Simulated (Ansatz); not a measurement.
MnS:

```
CELL_PARAMETERS angstrom
3.95358 0.00000 0.00000
-1.97679 3.42390 0.00000
0.00000 0.00000 6.34253
ATOMIC_POSITIONS crystal
Mn 0.66667 0.33333 0.49884
Mn 0.33333 0.66667 0.99884
S 0.33333 0.66667 0.62615
S 0.66667 0.33333 0.12615
```

The cell is a database's computed one.

Base run:

| Quantity | Value |
| --- | --- |
| Program | Ansatz 0.2.0 |
| Functional | PBE |
| Potentials or basis | Ansatz PAW |
| Cutoff | 420 eV (not typed: the program's choice for these potentials) |
| k mesh | 7 × 7 × 4 |
| Occupations | fermi-dirac, width 0.05 eV |
| Spin | collinear spin, ferromagnetic start |
| Starting moments | [2.0, 2.0, 0.0, 0.0] μB |
| Fixed moment | 4 μB |

Its results: pressure -15.7 GPa; site moments Mn +1.98; S -0.11 μB; largest force 0.014 eV/Å.

Question: The run is repeated on the same cell with these changes: fixed moment from 4 μB to 6 μB; moments at the start from [2.0, 2.0, 0.0, 0.0] to [3.0, 3.0, 0.0, 0.0]. What comes out?

Answer: Pressure -11.1 GPa; site moments Mn +2.82; S -0.09 μB; largest force 0.031 eV/Å.

Caveats: the total moment is fixed, so each spin has its own Fermi level; only a ferromagnetic start was run, and an antiferromagnetic order may lie lower in energy; the thresholds are loose for stress.
